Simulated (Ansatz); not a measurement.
Free-standing chains of the atoms of TePb, named by their start (strip: triangular double chain, ladder: square double chain); atoms and period are relaxed, and energies count from relaxed bulk TePb (Fm-3m, 33.43 Å³/atom, gap on the mesh 0.65 eV).

These are results of Ansatz 0.2.0, DFT PBEsol, scalar-relativistic, plane waves, PAW, not measurements.

Cutoff 420 eV, Gaussian smearing of 0.05 eV, energies at zero smearing, symmetry of each start kept, collinear spin where a moment is listed.

| start | atoms | k mesh | excess energy (eV per host atom) | period (Å) | gap on the mesh (eV) | highest filled level or Fermi level under vacuum (eV) | size of the moment (μB per cell) |
| --- | --- | --- | --- | --- | --- | --- | --- |
| linear chain | 2 | 1×1×11 | 1.194 | 5.687 | 0 | 4.11 | 0.36 |
| dimerised chain | 2 | 1×1×11 | 1.194 | 5.685 | 0 | 4.11 | 0.36 |
| zigzag chain | 2 | 1×1×13 | 0.675 | 4.094 | 1.70 | 5.20 | 0.00 |
| ladder chain | 4 | 1×1×11 | 0.628 | 6.290 | 0.70 | 4.41 | 0.00 |
| strip chain* | 2 | 1×1×21 | 0.679 | 4.091 | 1.67 | 5.19 | 0.00 |

* ends far from its start.

Spin-orbit coupling is left out, which matters for the bands of heavy elements. An odd mesh misses points on the zone edge, so a gap read on it can be too wide.

Each run keeps its start's symmetry and one magnetic start, so lower states can exist. Rows stand on unlike meshes and boxes, so starts that end alike can differ by a few hundredths of an eV per atom.

Cost: 5 runs of about 32 core-minutes in all, on Arm Neoverse N1 (shared hosts).